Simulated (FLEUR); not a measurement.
Zn: equation of state with LDA

Zn:

```
Zn
1.0
     2.67000    0.00000    0.00000
    -1.33500    2.31229    0.00000
     0.00000    0.00000    4.96600
Zn
2
Cartesian
  1.3350 0.7708 3.7245
  0.0000 1.5415 1.2415
```

```
Program                  : FLEUR MaX-R8.1 (later development tree)
Task                     : equation of state
Functional               : LDA
Potentials or basis      : all-electron
Basis                    : FLAPW
Kmax                     : 4.32 1/bohr
k mesh                   : 11 × 11 × 6
Occupations              : fermi-dirac, width 0.05 eV
Spin                     : no spin polarisation
Gmax                     : 13.4 1/bohr
Muffin-tin radii         : Zn 2.27 bohr
lmax                     : Zn 9
lnonsphr                 : Zn 9
Local orbitals a species : Zn 6
```

The equilibrium volume is 13.62 Å³/atom (rough: see the caveat). The bulk modulus at fixed shape and positions is 107 GPa (rough).

Energy against volume, from the lowest point:
| volume (Å³/atom) | energy (meV/atom) |
| --- | --- |
| 14.410 | 0.00 |
| 14.716 | 11.40 |
| 15.330 | 42.07 |
| 15.943 | 80.85 |
| 16.249 | 102.61 |

Caveat: the minimum lies outside the volumes run; the cell was scaled at fixed shape and fractional positions, which overstates the stiffness of a crystal with free parameters, most of all of layers and chains.
